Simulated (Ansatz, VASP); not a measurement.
V: VASP beside Ansatz

INCAR

```
  PREC = Accurate
  ENCUT = 520
  EDIFF = 1E-6
  ISMEAR = -1
  SIGMA = 0.1
  LREAL = False
  LASPH = True
  NELM = 60
  ALGO = Normal
  ISIF = 2
  LWAVE = False
  LCHARG = False
  GGA = CA
  NBANDS = 12
```

KPOINTS

```
regular mesh
0
Gamma
  15 15 15
```

File POSCAR:

```
V
1.0
   -1.4636513664      1.4636513664      1.4636513664
    1.4636513664     -1.4636513664      1.4636513664
    1.4636513664      1.4636513664     -1.4636513664
V
1
Direct
    0.0000000000      0.0000000000      0.0000000000
```

Input for Ansatz:

```yaml
crystal:
  lattice:
    - [-1.4636513664, 1.4636513664, 1.4636513664]
    - [1.4636513664, -1.4636513664, 1.4636513664]
    - [1.4636513664, 1.4636513664, -1.4636513664]
  atoms:
    - { symbol: V, position: [0.0, 0.0, 0.0] }
hamiltonian:
  xc: lda
  pseudopotentials:
    kind: paw
    azcp:
      V: "pseudopotentials/V.paw.azcp"
basis:
  ecutwfc: 600
  fft_grid_basis: typed
kpoints:
  mp_grid: { grid: [15, 15, 15], shift: [0, 0, 0] }
magnetization:
  spin_polarized: false
scf:
  occupations: { method: fermi_dirac, width: 0.1 }
  lower_state_search: "off"
output:
  stress: true
```

Alike in both runs: task single point; functional LDA; k mesh 15 × 15 × 15; occupations fermi-dirac, width 0.1 eV; no spin polarisation.

|  | VASP | Ansatz |
| --- | --- | --- |
| version | VASP 6.6.1 | Ansatz 0.2.0 |
| potentials or method | VASP PAW LDA potentials, release 64 (V_sv) | plane waves (600 eV) with PAW, scalar-relativistic |
| plane-wave cutoff (eV) | 520 | 600 |
| valence electrons in the cell | 13 | 13 |

|  | VASP | Ansatz | Ansatz less VASP |
| --- | --- | --- | --- |
| pressure (GPa) | 0.5 | 0.0 | -0.51 |

Ansatz warned: «pseudo_functional_mismatch».
